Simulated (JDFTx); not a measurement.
# Pt (Im-3m) in JDFTx: reference runs

How does Pt come out in PBE? The cell is run as given and disturbed.

All numbers are computed with JDFTx 1.7.0 (patched build); they aren't measurements. Logs are shortened: lines on timing, memory, paths and dates and some standing lists are left out, and cuts for length are marked. The log counts tension as positive stress, the text compression.

## 1. The crystal as given

The structure is cubic, space group Im-3m (No. 229). The conventional cell has a = 3.168 Å, b = 3.168 Å, c = 3.168 Å, α = 90.00°, β = 90.00°, γ = 90.00°. Pt (site symmetry m-3m) is surrounded by 8 Pt at 2.74 Å.

This isn't the form of Pt at room conditions, which is fcc.

## 2. Single point, PBE

File Pt.in:

```
lattice \
   -2.9937419212     2.9937419212     2.9937419212 \
    2.9937419212    -2.9937419212     2.9937419212 \
    2.9937419212     2.9937419212    -2.9937419212
coords-type Lattice
ion Pt     0.0000000000     0.0000000000     0.0000000000 1

ion-species pseudo/Pt.upf
elec-cutoff 42
elec-ex-corr gga-PBE
kpoint-folding 12 12 12
elec-smearing Fermi 0.0018374661
elec-n-bands 15
electronic-SCF nIterations 100 energyDiffThreshold 1e-09
electronic-minimize nIterations 30 energyDiffThreshold 1e-7
converge-empty-states yes
forces-output-coords Cartesian

dump-name run.$VAR
dump End Ecomponents EigStats BandEigs Kpoints Forces Stress
```

Potentials or basis: PseudoDojo-SR-PBE-0.5-standard.

Started as:

```sh
$ jdftx -c 1 -i Pt.in -o Pt.out
```

Output:

```text
*************** JDFTx 1.7.0 (patched build) ***************

Input parsed successfully to the following command list (including defaults):
[... the input with its defaults ...]

---------- Setting up symmetries ----------

Found 48 point-group symmetries of the bravais lattice
Found 48 space-group symmetries with basis
Applied RMS atom displacement 0 bohrs to make symmetries exact.

---------- Initializing the Grid ----------
R =
[     -2.99374      2.99374      2.99374  ]
[      2.99374     -2.99374      2.99374  ]
[      2.99374      2.99374     -2.99374  ]
unit cell volume = 107.326
G =
[ -3.87454e-17    1.04939    1.04939  ]
[    1.04939 -3.87454e-17    1.04939  ]
[    1.04939    1.04939 -3.87454e-17  ]
Minimum fftbox size, Smin = [  32  32  32  ]
Chosen fftbox size, S = [  32  32  32  ]

---------- Exchange Correlation functional ----------
Initalized PBE GGA exchange.
Initalized PBE GGA correlation.

---------- Setting up pseudopotentials ----------
Width of ionic core gaussian charges (only for fluid interactions / plotting) set to 0

Reading pseudopotential file 'pseudo/Pt.upf':
  'Pt' pseudopotential, 'PBE' functional
  Generated using ONCVPSP code by D. R. Hamann
  18 valence electrons, 4 orbitals, 8 projectors, 1001 radial grid points, with lMax = 3
    5S    l: 0   occupation:  2.0   eigenvalue: -3.741794
    5P    l: 1   occupation:  6.0   eigenvalue: -2.058655
    5D    l: 2   occupation:  9.0   eigenvalue: -0.225689
    6S    l: 0   occupation:  1.0   eigenvalue: -0.207978
  Core radius for overlap checks: 1.88 bohrs.

Initialized 1 species with 1 total atoms.

Folded 1 k-points by 12x12x12 to 1728 k-points.

---------- Setting up k-points, bands, fillings ----------
Reduced to 72 k-points under symmetry.
Computing the number of bands and number of electrons
Calculating initial fillings.
nElectrons:  18.000000   nBands: 15   nStates: 72

----- Setting up reduced wavefunction bases (one per k-point) -----
average nbasis = 1395.376 , ideal nbasis = 1395.311

---------- Setting up ewald sum ----------
Optimum gaussian width for ewald sums = 1.869228 bohr.
Real space sum over 2197 unit cells with max indices [  6  6  6  ]
Reciprocal space sum over 2197 terms with max indices [  6  6  6  ]

---------- Allocating electronic variables ----------
Initializing wave functions:  linear combination of atomic orbitals
Note: number of bands (15) exceeds available atomic orbitals (10)
Pt pseudo-atom occupations:   s ( 2 0 )  p ( 6 )  d ( 10 )
	FillingsUpdate:  mu: +0.708703167  nElectrons: 18.000000
LCAOMinimize: Iter:   0  F: -121.0623294352678130  |grad|_K:  4.505e-03  alpha:  1.000e+00
	FillingsUpdate:  mu: +0.799291142  nElectrons: 18.000000
LCAOMinimize: Iter:   1  F: -121.1530249302238502  |grad|_K:  2.518e-05  alpha:  5.316e-01  linmin: -1.770e-02  cgtest:  6.670e-02
LCAOMinimize: Encountered beta<0, resetting CG.
[... 5 lines of inner loops ...]
	FillingsUpdate:  mu: +0.799328494  nElectrons: 18.000000
LCAOMinimize: Iter:   4  F: -121.1530299735417771  |grad|_K:  3.063e-09  alpha:  9.473e-01  linmin: -1.271e-02  cgtest:  7.432e-02
LCAOMinimize: Encountered beta<0, resetting CG.
LCAOMinimize: Converged (|Delta F|<1.000000e-06 for 2 iters).

-------- Electronic minimization -----------
Will mix electronic density at each iteration.
	FillingsUpdate:  mu: +0.799328494  nElectrons: 18.000000
	FillingsUpdate:  mu: +0.796057720  nElectrons: 18.000000
SCF: Cycle:  0   F: -121.168522871585111   dF: -1.549e-02   |Residual|: 1.889e-02   |deigs|: 9.357e-01
	FillingsUpdate:  mu: +0.797587931  nElectrons: 18.000000
SCF: Cycle:  1   F: -121.168679338694531   dF: -1.565e-04   |Residual|: 8.974e-03   |deigs|: 8.253e-03
	FillingsUpdate:  mu: +0.797745656  nElectrons: 18.000000
SCF: Cycle:  2   F: -121.168685768433647   dF: -6.430e-06   |Residual|: 2.034e-03   |deigs|: 1.010e-03
	FillingsUpdate:  mu: +0.797387142  nElectrons: 18.000000
SCF: Cycle:  3   F: -121.168687251783609   dF: -1.483e-06   |Residual|: 4.955e-04   |deigs|: 5.387e-04
	FillingsUpdate:  mu: +0.797496011  nElectrons: 18.000000
SCF: Cycle:  4   F: -121.168687369192526   dF: -1.174e-07   |Residual|: 3.050e-04   |deigs|: 2.790e-04
	FillingsUpdate:  mu: +0.797452513  nElectrons: 18.000000
SCF: Cycle:  5   F: -121.168687452412058   dF: -8.322e-08   |Residual|: 4.980e-05   |deigs|: 2.429e-04
	FillingsUpdate:  mu: +0.797448852  nElectrons: 18.000000
SCF: Cycle:  6   F: -121.168687460287174   dF: -7.875e-09   |Residual|: 1.450e-05   |deigs|: 1.710e-04
	FillingsUpdate:  mu: +0.797450034  nElectrons: 18.000000
SCF: Cycle:  7   F: -121.168687462311198   dF: -2.024e-09   |Residual|: 2.171e-05   |deigs|: 1.501e-04
	FillingsUpdate:  mu: +0.797448703  nElectrons: 18.000000
SCF: Cycle:  8   F: -121.168687463251089   dF: -9.399e-10   |Residual|: 1.096e-05   |deigs|: 6.882e-04
	FillingsUpdate:  mu: +0.797447163  nElectrons: 18.000000
SCF: Cycle:  9   F: -121.168687463385837   dF: -1.347e-10   |Residual|: 4.924e-06   |deigs|: 4.037e-04
SCF: Converged (|Delta E|<1.000000e-09 for 2 iters).

Setting wave functions to eigenvectors of Hamiltonian
Converging empty states (this may take a while): |deigs|: 8.450e-04

# Stress tensor in Cartesian coordinates [Eh/a0^3]:
[  6.17845e-05            0            0  ]
[            0  6.17845e-05            0  ]
[            0            0  6.17845e-05  ]

# Ionic positions in lattice coordinates:
ion Pt   0.000000000000000   0.000000000000000   0.000000000000000 1

# Forces in Cartesian coordinates:
force Pt  -0.000000000000000  -0.000000000000000  -0.000000000000000 1

# Energy components:
   Eewald =      -98.4647030937266408
       EH =       19.8940089104443025
     Eloc =      -73.5319199148590030
      Enl =        7.9843699238839116
      Exc =      -23.7682677185099678
 Exc_core =        9.4207020902307086
       KE =       37.2973524055250536
-------------------------------------
     Etot =     -121.1684573970116219
       TS =        0.0002300663742128
-------------------------------------
        F =     -121.1686874633858366

IonicMinimize: Iter:   0  F: -121.168687463385837  |grad|_K:  0.000e+00
IonicMinimize: Converged (|grad|_K<1.000000e-04).

#--- Lowdin population analysis ---
# oxidation-state Pt +0.132

Dumping 'run.eigStats' ...
	eMin: -2.808944 at state 0 ( [ +0.000000 +0.000000 +0.000000 ] spin 0 )
	HOMO: +0.795623 at state 70 ( [ +0.416667 +0.500000 +0.500000 ] spin 0 )
	mu  : +0.797449
	LUMO: +0.798806 at state 56 ( [ +0.166667 -0.416667 -0.416667 ] spin 0 )
	eMax: +1.821772 at state 57 ( [ +0.250000 +0.250000 +0.250000 ] spin 0 )
	HOMO-LUMO gap: +0.003183
	Optical gap  : +0.005501 at state 70 ( [ +0.416667 +0.500000 +0.500000 ] spin 0 )
Done!
```

Run time: 41 s. Hardware: 1 thread of Arm Neoverse V1, shared host; peak memory 0.1 GiB.

What came out:

- Free energy: -3297.1680 eV
- Pressure: -1.8 GPa
- Band gap on the k mesh: none (metal or under the smearing width)

Spin-orbit coupling is left out, which matters for the levels of Pt.

## 3. Single point, PBE (cell strained at random at fixed volume)

Pt.in: that of step 2 with these lines changed.

```diff
@@ -1,7 +1,7 @@
 lattice \
-   -2.9937419212     2.9937419212     2.9937419212 \
-    2.9937419212    -2.9937419212     2.9937419212 \
-    2.9937419212     2.9937419212    -2.9937419212
+   -2.8684587483     2.9940348287     2.8791451495 \
+    3.0473099876    -3.0069605554     3.0176469566 \
+    2.9718929077     3.0571176662    -2.9315434755
 coords-type Lattice
-ion Pt     0.0000000000     0.0000000000     0.0000000000 1
+ion Pt    -0.0123120000    -0.0088610000    -0.0124860000 1
```

Potentials or basis: PseudoDojo-SR-PBE-0.5-standard.

Started as:

```sh
$ jdftx -c 1 -i Pt.in -o Pt.out
```

Run time: 8 min. Hardware: 1 thread of Arm Neoverse V1, shared host; peak memory 0.92 GiB.

Results (log left out):

| Property | Result |
| --- | --- |
| Free energy | -3297.1560 eV |
| Pressure | -1.3 GPa |
| Band gap on the k mesh | none (metal or under the smearing width) |

Stress tensor (GPa, compression positive):
```
-2.85 -0.15 -5.95
-0.15 -0.11 -2.03
-5.95 -2.03 -0.95
```

Levels at points of the mesh, in eV from the Fermi level:
```
           k point  band 7  band 8  band 9  band 10  band 11
(0.00, 0.00, 0.00)   -3.36   -3.10   -1.09    -0.75    16.73
(0.00, 0.00, 0.50)   -1.09   -0.52    0.35     1.04     6.34
(0.00, 0.50, 0.00)   -0.85   -0.34    0.11     0.93     5.89
(0.00, 0.50, 0.50)   -1.36   -0.77    0.29     1.08     6.30
(0.50, 0.00, 0.00)   -1.28   -0.65    0.11     0.97     5.98
(0.50, 0.00, 0.50)   -1.17   -0.71    0.71     1.28     6.93
(0.50, 0.50, 0.00)   -1.10   -0.54    0.39     1.09     6.39
(0.50, 0.50, 0.50)    0.27    0.54    0.87     7.32     7.51
```
